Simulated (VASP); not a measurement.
A run of VASP 6.6.1:

Contents of run.py:

```python
from ase.calculators.vasp import Vasp
from ase.dft.bandgap import bandgap
from ase.io import read

atoms = read('CoO.cif')
atoms.set_initial_magnetic_moments([2.0, -1.0, 0.0, 0.0])
calc = Vasp(
    directory='calc',
    xc='pbesol',
    pp='PBE',
    setups='minimal',
    prec='Accurate',
    encut=500,
    ediff=1e-06,
    ismear=0,
    sigma=0.05,
    lreal=False,
    lasph=True,
    nelm=120,
    algo='Fast',
    isif=2,
    lwave=False,
    lcharg=False,
    ispin=2,
    lorbit=11,
    lmaxmix=4,
    ldautype=2,
    ldauprint=1,
    ivdw=12,
    ldau_luj={'Co': {'L': 2, 'U': 8, 'J': 0}},
    kpts=[11, 11, 11],
    gamma=True,
)
atoms.calc = calc

print('energy (eV):', atoms.get_potential_energy())
print('free energy (eV):', atoms.get_potential_energy(force_consistent=True))
print('forces (eV/A):')
print(atoms.get_forces())
print('stress (eV/A^3, Voigt):', atoms.get_stress())
print('Fermi level (eV):', calc.get_fermi_level())
print('moment (muB):', atoms.get_magnetic_moment())
print('site moments (muB):', atoms.get_magnetic_moments())
gap, top, bottom = bandgap(calc)
print('band gap (eV):', gap, 'from (spin, k, band)', top, 'to', bottom)
```

The input CoO.cif:

```cif
data_CoO
_cell_length_a 2.99810276
_cell_length_b 2.99810276
_cell_length_c 5.99620553
_cell_angle_alpha 119.60466520
_cell_angle_beta 119.60466520
_cell_angle_gamma 90.68611480
_space_group_name_H-M_alt 'P1'
_space_group_name_Hall 'P 1'
_space_group_IT_number 1
loop_
_space_group_symop_operation_xyz
'x,y,z'
loop_
_atom_site_label
_atom_site_type_symbol
_atom_site_symmetry_multiplicity
_atom_site_Wyckoff_symbol
_atom_site_fract_x
_atom_site_fract_y
_atom_site_fract_z
_atom_site_occupancy
Co1 Co 1 a 0.0000000000 0.0000000000 0.0000000000 1
Co2 Co 1 a 0.0000000000 0.0000000000 0.5000000000 1
O1 O 1 a 0.5000000000 0.5000000000 0.0000000000 1
O2 O 1 a 0.5000000000 0.5000000000 0.5000000000 1
```

Potentials or basis: VASP PAW PBE potentials, release 64 (Co, O).

Run with:

```bash
$ python run.py
```

Hardware: 1 thread of Intel(R) Xeon(R) Platinum 8488C (Sapphire Rapids) (shared host).

Problem. How long does it take, and how much memory?

Solution. It took 5.4 min on 1 thread of Intel(R) Xeon(R) Platinum 8488C (Sapphire Rapids) (shared host), peak memory 0.38 GiB. Counts: scf iterations 23, k points 216.
